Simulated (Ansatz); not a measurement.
A decomposition energy, worked out: Si2C

The calculation used Ansatz 0.2.0, DFT PBE, scalar-relativistic, plane waves, PAW. All cells share a 420 eV cutoff and Γ-centred k meshes spaced at most about 0.3 Å⁻¹ (about 0.25 or finer for metals, 2π included). No spin polarisation.

The zero of energy is the elements' standard structures at the same level; no fitted shifts are applied.

All energies are static (0 K, no zero-point motion). The reference form of C is held partly by dispersion forces, which this level lacks.

A trial structure of Si2C (reached from: Si and C ordered on diamond sites; relaxed: space group P-3m1 (No. 164), a = 3.238 Å, c = 8.625 Å) has a formation energy of 0.251 eV/atom. It holds Si–Si nets (shortest 2.24 Å). At its composition the lowest mixture among the elements and 1 reference phase computed alike (others may be missing) consists of these:

| phase | source | ΔE_f (eV/atom) |
| --- | --- | --- |
| Si (solid) | element | -0.001 |
| SiC (P6_3mc) | Materials Project | -0.204 |

The lowest database cell of Si (-0.001) lies slightly below the reference, hence the non-zero entry.

Question: Write the balanced decomposition and find its energy per atom, per formula unit and per mole of formula units.

Answer: Balancing Si and C gives Si2C → Si + SiC. The left side holds 3 atoms, and the products take 1/3 (Si) and 2/3 (SiC) of them. The mixture therefore lies at 1/3 × (-0.001) + 2/3 × (-0.204) = -0.136 eV/atom. The reaction energy is -0.136 − (0.251) = -0.387 eV/atom. Times 3 atoms that is -1.161 eV per Si2C, and times 96.485 it is -112 kJ per mole of Si2C. Decomposition is downhill, so the trial structure is unstable against this mixture.
